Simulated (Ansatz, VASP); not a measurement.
TiSi2: VASP beside Ansatz

```xyz
6
Lattice="1.8053 -7.2054 0.0000 1.8053 7.2054 0.0000 0.0000 0.0000 3.5852" Properties=species:S:1:pos:R:3 pbc="T T T"
Ti    1.8053   -5.6875    2.6889
Ti    1.8053    5.6875    0.8963
Si    1.8053   -0.7652    2.6889
Si    1.8053    0.7652    0.8963
Si    1.8053    3.5982    2.6889
Si    1.8053   -3.5982    0.8963
```

Alike in both runs: task single point; functional PBE; k mesh 6 × 6 × 6; occupations gaussian, width 0.1 eV; no spin polarisation.

```csv
,VASP,Ansatz
version,VASP 6.6.1,Ansatz 0.2.0
potentials or method,"VASP PAW PBE potentials, release 64 (Ti_sv, Si)","scalar-relativistic, plane waves, PAW"
plane-wave cutoff (eV),520,420
valence electrons in the cell,40,40
```

VASP gave:

```
gap on the k mesh at the Fermi level (eV)       : none
pressure (GPa)                                  : -7.2
largest component of the traceless stress (GPa) : 2.88
rms of the force components (eV/Å)              : 0.201
```

Question: What did Ansatz give for the same quantities?

Answer: gap on the k mesh at the Fermi level (eV): none; pressure (GPa): -7.1; largest component of the traceless stress (GPa): 2.90; rms of the force components (eV/Å): 0.205.

Atom by atom the forces differ by 0.004 eV/Å (rms over components). A gap of «none» marks a metal or a gap that the smearing closes. The functional is the same, so the differences come from potentials, cutoffs and numerics.
